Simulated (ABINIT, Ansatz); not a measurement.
## LiH (Fm-3m): G0W0 with ABINIT, start to end

How does a plane-wave GW calculation on LiH (Fm-3m) run from the first input to the gap?

Program: ABINIT 10.8.3. Level of theory: PBE and many-body steps on it, plane waves. Results are calculated unless marked as measured.

Most raw output is cut from this account.

The database entry behind the starting cell differs from later determinations by our own check (the deuteride, about 0.2 % short), so it need not match the best structure at ambient conditions.

### Step 1. Starting point

It takes space group Fm-3m (No. 225, cubic). The conventional cell has a = 4.074 Å, b = 4.074 Å, c = 4.074 Å, α = 90.00°, β = 90.00°, γ = 90.00°. Nearest to Li lie 6 H at 2.04 Å. H has 6 Li at 2.04 Å nearest. Farther neighbours are not listed.

The cell and positions come from the Crystallography Open Database and are kept as given unless a step says otherwise.

### Step 2. Ground state

This step: ABINIT 10.8.3; DFT, PBE, plane waves, norm-conserving pseudopotentials.

The ground-state density comes first.

Input file run.abi:

```
acell 3*1.0 Angstrom
rprim 
  -0.000000000000 2.036750000000 2.036750000000
  2.036750000000 -0.000000000000 2.036750000000
  2.036750000000 2.036750000000 -0.000000000000
ntypat 2
znucl 3 1
natom 2
typat 1 2
xred 
  0.000000000000 0.000000000000 0.000000000000
  0.500000000000 0.500000000000 0.500000000000
pp_dirpath "pseudos"
pseudos "Li.upf, H.upf"
ecut 33
ngkpt 8 8 8
nshiftk 1
shiftk 0 0 0
kptopt 1
chksymbreak 0
nband 7
occopt 1
tolvrs 1e-10
nstep 60
prtwf 0
optforces 0
optstress 0
indata_prefix "in"
outdata_prefix "out"
tmpdata_prefix "tmp"
```

Command:

```sh
$ OMP_NUM_THREADS=1 mpirun -n 8 abinit run.abi > log
```

Elapsed: 2 s, on 8 MPI ranks of Intel Xeon Platinum 8488C (Sapphire Rapids), shared host; peak memory 0.08 GiB; 14 s of CPU time.

This step gave:

```yaml
total_energy: -212.7305 eV
gap: 3.022 eV
k_of_the_valence_top: 0.5, 0.5, 0
k_of_the_conduction_bottom: 0.5, 0.5, 0
least_direct_gap: 3.022 eV
```

The gap is direct, at (0.500, 0.500, 0.000).

### Step 3. Bands along the symmetry lines

Levels along a band path, at the cheap level, show where the edges lie and whether the meshes to come will hold them.

Input file run.abi:

```
acell 3*1.0 Angstrom
rprim 
  -0.000000000000 2.036750000000 2.036750000000
  2.036750000000 -0.000000000000 2.036750000000
  2.036750000000 2.036750000000 -0.000000000000
ntypat 2
znucl 3 1
natom 2
typat 1 2
xred 
  0.000000000000 0.000000000000 0.000000000000
  0.500000000000 0.500000000000 0.500000000000
pp_dirpath "pseudos"
pseudos "Li.upf, H.upf"
ecut 33
iscf -2
irdden 1
kptopt 0
nkpt 50
kpt 
  0.00000000 0.00000000 0.00000000
  0.06250000 0.00000000 0.06250000
  0.12500000 0.00000000 0.12500000
  0.18750000 0.00000000 0.18750000
  0.25000000 0.00000000 0.25000000
  0.31250000 0.00000000 0.31250000
  0.37500000 0.00000000 0.37500000
  0.43750000 0.00000000 0.43750000
  0.50000000 0.00000000 0.50000000
  0.51562500 0.03125000 0.51562500
  0.53125000 0.06250000 0.53125000
  0.54687500 0.09375000 0.54687500
  0.56250000 0.12500000 0.56250000
  0.57812500 0.15625000 0.57812500
  0.59375000 0.18750000 0.59375000
  0.60937500 0.21875000 0.60937500
  0.62500000 0.25000000 0.62500000
  0.37500000 0.37500000 0.75000000
  0.32812500 0.32812500 0.65625000
  0.28125000 0.28125000 0.56250000
  0.23437500 0.23437500 0.46875000
  0.18750000 0.18750000 0.37500000
  0.14062500 0.14062500 0.28125000
  0.09375000 0.09375000 0.18750000
  0.04687500 0.04687500 0.09375000
  0.00000000 0.00000000 0.00000000
  0.06250000 0.06250000 0.06250000
  0.12500000 0.12500000 0.12500000
  0.18750000 0.18750000 0.18750000
  0.25000000 0.25000000 0.25000000
  0.31250000 0.31250000 0.31250000
  0.37500000 0.37500000 0.37500000
  0.43750000 0.43750000 0.43750000
  0.50000000 0.50000000 0.50000000
  0.50000000 0.46875000 0.53125000
  0.50000000 0.43750000 0.56250000
  0.50000000 0.40625000 0.59375000
  0.50000000 0.37500000 0.62500000
  0.50000000 0.34375000 0.65625000
  0.50000000 0.31250000 0.68750000
  0.50000000 0.28125000 0.71875000
  0.50000000 0.25000000 0.75000000
  0.50000000 0.21875000 0.71875000
  0.50000000 0.18750000 0.68750000
  0.50000000 0.15625000 0.65625000
  0.50000000 0.12500000 0.62500000
  0.50000000 0.09375000 0.59375000
  0.50000000 0.06250000 0.56250000
  0.50000000 0.03125000 0.53125000
  0.50000000 0.00000000 0.50000000
istwfk *1
nband 9
nbdbuf 2
tolwfr 1e-08
nstep 40
prtwf 0
prtvol 0
indata_prefix "in"
outdata_prefix "out"
tmpdata_prefix "tmp"
```

It took 1.9 s on 8 MPI ranks; peak memory 0.07 GiB.

This step gave:

| Item | Value |
| --- | --- |
| gap | 3.022 eV |
| k of the valence top | 0.5, 0, 0.5 |
| k of the conduction bottom | 0.5, 0, 0.5 |
| least direct gap | 3.022 eV |

The gap is 3.022 eV, as in the run before at this level.

Electronic bands along the path, in eV, zero at the top of the highest filled band; v1 is the highest filled band, c1 the lowest empty one:

```tsv
point	v2	v1	c1	c2	c3	c4
Γ	-44.30	-5.25	15.48	17.40	17.40	17.40
halfway	-44.28	-3.75	10.13	12.73	12.73	15.96
X	-44.25	0.00	3.02	10.59	10.59	13.70
halfway	-44.25	-0.08	3.30	8.96	10.86	15.50
U	-44.25	-0.47	4.13	7.41	11.68	15.68
jump to K	-44.25	-0.47	4.13	7.41	11.68	15.68
halfway	-44.27	-3.67	9.75	9.89	15.65	16.99
Γ	-44.30	-5.25	15.48	17.40	17.40	17.40
halfway	-44.28	-4.21	9.46	14.60	16.21	16.21
L	-44.26	-2.49	4.80	13.25	16.07	16.07
halfway	-44.26	-1.61	5.00	8.66	12.93	15.97
W	-44.25	-0.20	5.24	5.24	11.40	17.12
halfway	-44.25	-0.10	3.58	7.93	10.99	16.83
X	-44.25	0.00	3.02	10.59	10.59	13.70
```

### Step 4. Empty states on the mesh, 8×8×8 mesh, 316 bands

The sums over transitions need many empty states on a uniform mesh; this step solves for them.

Input file run.abi:

```
acell 3*1.0 Angstrom
rprim 
  -0.000000000000 2.036750000000 2.036750000000
  2.036750000000 -0.000000000000 2.036750000000
  2.036750000000 2.036750000000 -0.000000000000
ntypat 2
znucl 3 1
natom 2
typat 1 2
xred 
  0.000000000000 0.000000000000 0.000000000000
  0.500000000000 0.500000000000 0.500000000000
pp_dirpath "pseudos"
pseudos "Li.upf, H.upf"
ecut 33
ngkpt 8 8 8
nshiftk 1
shiftk 0 0 0
kptopt 1
chksymbreak 0
irdden 1
istwfk *1
nband 316
prtvol 0
optdriver 6
gwr_task "HDIAGO"
paral_kgb 0
occopt 1
indata_prefix "in"
outdata_prefix "out"
tmpdata_prefix "tmp"
```

Elapsed: 5.2 s, on 8 MPI ranks; peak memory 1 GiB; 40 s of CPU time.

This step gave:

```yaml
gap: 3.022 eV
k_of_the_valence_top: 0.5, 0.5, 0
k_of_the_conduction_bottom: 0.5, 0.5, 0
least_direct_gap: 3.022 eV
k_points_computed: 29
lowest_point_of_the_top_converged_band_above_the_valence_top: 385.4766 eV
```

On this mesh the gap is 3.022 eV.

### Step 5. Screening, 8×8×8 mesh, 308 bands, screening to 435.4 eV

The RPA dielectric matrix is built and inverted for each q.

This step: RPA screening on PBE, plane waves, norm-conserving pseudopotentials.

run.abi, as its differences from that of step 4:

```diff
@@ -20,10 +20,11 @@
 chksymbreak 0
-irdden 1
 istwfk *1
-nband 316
-prtvol 0
-optdriver 6
-gwr_task "HDIAGO"
-paral_kgb 0
 occopt 1
+irdwfk 1
+optdriver 3
+nband 308
+ecuteps 16
+inclvkb 2
+awtr 1
+symchi 1
 indata_prefix "in"
```

Wall time 3.6 min (8 MPI ranks); peak memory 4.4 GiB.

This step gave:

| Quantity | Value |
| --- | --- |
| ε∞ with local fields, on this mesh, along the program's q direction | 4.009 |
| the same without local fields | 4.405 |
| plasma frequency | 18.07 eV |
| plane waves in the screening matrix | 339 |

Local fields lower ε∞ by 9 %.

### Step 6. Self-energy, 8×8×8 mesh, 308 bands, screening to 435.4 eV

The self-energy is evaluated for the states that the input lists, and the levels follow from it, in one-shot runs by the linearised quasiparticle equation.

This step: G0W0 on PBE, plane waves, norm-conserving pseudopotentials.

run.abi, as its differences from that of step 5:

```diff
@@ -23,8 +23,17 @@
 irdwfk 1
-optdriver 3
+optdriver 4
 nband 308
+gwcalctyp 0
+ecutsigx 33
+symsigma 1
+nkptgw 2
+kptgw 
+  0.5000000000 0.5000000000 0.0000000000
+  0.0000000000 0.0000000000 0.0000000000
+bdgw 
+  1 5
+  1 6
 ecuteps 16
-inclvkb 2
-awtr 1
-symchi 1
+irdscr 1
+ppmodel 1
 indata_prefix "in"
```

Elapsed: 82 s, on 8 MPI ranks; peak memory 4.4 GiB; 11 min of CPU time.

Numbers from this step:

- G0W0 gap on the points computed: 4.999 eV
- starting gap on the mesh: 3.022 eV
- k of the valence top: 0.5, 0.5, 0
- k of the conduction bottom: 0.5, 0.5, 0
- Z at the valence top: 0.772
- Z at the conduction bottom: 0.812
- least direct G0W0 gap on the computed points: 4.999 eV

The gap on the mesh goes from 3.02 eV to 5.00 eV, a correction of +1.98 eV.

Limits: finite bands, cutoff and mesh. v1 is the top filled band, c1 the lowest empty one. The levels before and after the correction (eV, zero at the valence-band top of each column):

```tsv
	conduction bottom	valence top
Kohn-Sham	3.02	0.00
G0W0	5.00	0.00
```

```tsv
	level	energy (eV)
Kohn-Sham	(0.5 0.5 0) v2	-44.251
Kohn-Sham	(0.5 0.5 0) v1	0.000
Kohn-Sham	(0.5 0.5 0) c1	3.022
Kohn-Sham	(0.5 0.5 0) c2-c3	10.588
G0W0	(0.5 0.5 0) v2	-49.440
G0W0	(0.5 0.5 0) v1	0.000
G0W0	(0.5 0.5 0) c1	4.999
G0W0	(0.5 0.5 0) c2-c3	12.855
```

### Step 7. Where the time went

Times are wall times on 8 MPI ranks of Intel Xeon Platinum 8488C (Sapphire Rapids), shared host, good to a factor of about two.

```tsv
step	time	share	memory (GiB)
ground state	2 s	1 %	0.08
bands along the symmetry lines	1.9 s	1 %	0.07
empty states on the mesh	5.2 s	2 %	1.0
screening	3.6 min	71 %	4.4
self-energy	82 s	26 %	4.4
```

### Step 8. Outcome

* PBE gap: 3.02 eV, direct
* G0W0 gap on the mesh: 5.00 eV
* GW settings: 8×8×8 mesh, 308 bands, screening to 435.4 eV, Godby-Needs plasmon pole
* known limits: not at the basis limit

What this shows: G0W0 moves the gap on the mesh from 3.02 eV to 5.00 eV (+1.98 eV), with Z of 0.77 and 0.81 at the edges. Local fields lower the RPA ε∞ on this mesh from 4.40 to 4.01. Only 2 of the mesh's irreducible points were corrected, so a valley elsewhere could overtake. The dearest step here is «screening». Bands and cutoff are finite, so the gap is not at the basis limit. The miss can reach some tenths of an eV and take either sign; the mesh is an error of its own. In the G0W0 run levels were corrected at 2 k points alone, so a gap called «on the mesh» is the least over those, and an edge elsewhere would be missed.

[Paths, hosts, dates, memory and timing lines, banners, echoed tables and standing remarks are left out of the program output.]

[Logs are printed without paths, hosts, clocks, repeated set-up lines and the standing remarks that a program may print on its own settings, such as how far it seeks lower states.]

[Runs of the session that timed out or met a known fault of the program may be left out.]

[Hosts, paths, dates, database ids (printed as entryN), source tags and the programs' standing remarks are cut or masked in the printed files.]

[G0W0 gaps are taken among the corrected bands and points alone; a level outside them can change the order at an edge.]

[Where Ansatz stands beside ABINIT at settings called matched, ABINIT's density can come from a denser mesh and the files from another edition; pairs whose starting gaps differed by over 0.03 eV were left out, so agreement reads better than it is.]
